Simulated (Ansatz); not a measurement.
# IrO2: the cost of one run

Program: Ansatz 0.2.0. Level of theory: DFT, PBE, plane-wave PAW, default files, scalar-relativistic. These are calculated values, not measurements.

### 1 The structure to begin with

The structure is tetragonal, space group P4_2/mnm (No. 136). Conventional cell: a = 4.499 Å, b = 4.499 Å, c = 3.146 Å, α = 90.00°, β = 90.00°, γ = 90.00°. Ir (site symmetry mmm) has 6 O at 1.98 Å as nearest neighbours. O (site symmetry m2m) is surrounded by 3 Ir at 1.98 Å.

Coordinates:

```cif
data_structure
_symmetry_space_group_name_H-M 'P 1'
_symmetry_Int_Tables_number 1
_cell_length_a 4.4990
_cell_length_b 4.4990
_cell_length_c 3.1460
_cell_angle_alpha 90.000
_cell_angle_beta 90.000
_cell_angle_gamma 90.000
_cell_volume 63.68
loop_
_atom_site_label
_atom_site_type_symbol
_atom_site_fract_x
_atom_site_fract_y
_atom_site_fract_z
_atom_site_occupancy
Ir1 Ir 0.00000 0.00000 0.00000 1
Ir2 Ir 0.50000 0.50000 0.50000 1
O1 O 0.31100 0.31100 0.00000 1
O2 O 0.18900 0.81100 0.50000 1
O3 O 0.68900 0.68900 0.00000 1
O4 O 0.81100 0.18900 0.50000 1
```

The earlier run gave: no gap over 0.1 eV on the mesh, largest force 0.624 eV/Å, pressure 7.7 GPa.

The printed gradients, by site:

| site | atoms | first shell | V_zz (10²¹ V/m²) | η | C_Q (MHz) |
| --- | --- | --- | --- | --- | --- |
| Ir | 1, 2 | 6 O at 1.98 Å | -16.12 | 0.10 | -293 (¹⁹³Ir) |
| O | 3, 4, 5, 6 | 3 Ir at 1.98 Å | -9.60 | 0.20 | 5.94 (¹⁷O) |

V_zz is the principal component of the electric field gradient with the largest magnitude, η = (V_xx − V_yy)/V_zz and C_Q = eQV_zz/h. Nuclear quadrupole moments: year-2017 set (Pyykkö).

### 2 Z stretched by -3 %, ions relaxed

File input.yaml:

```yaml
crystal:
  lattice:
    - [4.499, 0.0, 0.0]
    - [0.0, 4.499, 0.0]
    - [0.0, 0.0, 3.05162]
  atoms:
    - { symbol: Ir, position: [0.0, 0.0, 0.0], spin: 1.0 }
    - { symbol: Ir, position: [0.5, 0.5, 0.5], spin: 1.0 }
    - { symbol: O, position: [0.3079224718, 0.3079224718, 0.0] }
    - { symbol: O, position: [0.1920775282, 0.8079224718, 0.5] }
    - { symbol: O, position: [0.6920775282, 0.6920775282, 0.0] }
    - { symbol: O, position: [0.8079224718, 0.1920775282, 0.5] }
magnetization:
  spin_polarized: true
kpoints:
  mp_grid: { grid: [10, 10, 15] }
scf:
  occupations: { method: fermi_dirac, width: 0.05 }
hamiltonian:
  xc: pbe
  pseudopotentials: { kind: paw }
output:
  forces: true
  stress: true
  populations: true
  efg:
    quadrupole_moments_barn: { Ir: 0.751, O: -0.02558 }
    contact_densities: true
relax:
  f_tol: 0.02
  max_steps: 60
```

Launch:

```bash
$ ansatz run input.yaml --threads 1 --pin off --max-ram 3072MiB --backend cpu --events-out ev --progress --plain --runs-dir out
```

Q: Estimate wall time and peak memory on 1 thread of Intel Xeon 6975P-C (Granite Rapids), shared host.

About 56 s, with a peak of 0.95 GiB.
